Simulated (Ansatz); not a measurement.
## SnO2, space group R-3m: a calculation of the dielectric tensor and Born charges, step by step

With the Ansatz DFT code, driven from Python.

Notebook, run cell by cell (the value of a cell's last expression is shown):

```python
import ansatz as az
from ase import Atoms
import numpy as np
```

```python
atoms = Atoms(
    ["Sn", "O", "O"],
    scaled_positions=[
        (0.5, 0.5, 0.5),
        (0.23717, 0.23717, 0.23717),
        (0.76283, 0.76283, 0.76283),
    ],
    cell=[
        (1.617093, 0.933629, 4.800593),
        (-1.617093, 0.933629, 4.800593),
        (0.0, -1.867258, 4.800593),
    ],
    pbc=True,
)
structure = az.Crystal.from_ase(atoms)
```

```python
model = (
    structure.calculation()
    .functional("PBEsol")
    .kpoints(6, center="gamma")
    .occupations("fixed")
    .dielectric()
)
outcome = model.run()
response = outcome.dielectric
eps = np.asarray(response.eps_inf)

print("eps_inf")
print(np.round(eps, 3) + 0.0)
for site, z in zip(outcome.lattice.sites, response.zstar_e):
    print(f"{site.symbol:2s} Z* trace/3 = {np.trace(z) / 3:+.3f} e")
print(f"charge neutrality missed by {response.zstar_sum_residual_pre_e:.4f} e before the sum rule")
```

    DeckWarning: basis.ecutwfc = 420 eV, auto-derived from the records' recommended cutoffs: set by Sn (normal level)
    eps_inf
    [[4.574 0.    0.   ]
     [0.    4.574 0.   ]
     [0.    0.    2.835]]
    Sn Z* trace/3 = +3.665 e
    O  Z* trace/3 = -1.833 e
    O  Z* trace/3 = -1.833 e
    charge neutrality missed by 0.0016 e before the sum rule

The Fermi level of a run with fixed occupations marks the highest occupied state on its mesh, not mid-gap. Averages over directions belong to no single polarisation, least of all in layered crystals. Pressure is positive in compression. This cell is a computed structure, which may not be the phase found in nature. Warnings are shown shortened and without file and line. This is the electronic (clamped-ion) response; a semilocal gap that is too small tends to raise it. The typed mesh is that of the SCF; the response is solved on denser meshes that the run picks. Hardware and time: 56 s on 1 thread of Arm Neoverse V1 (shared host), peak memory 0.67 GiB.
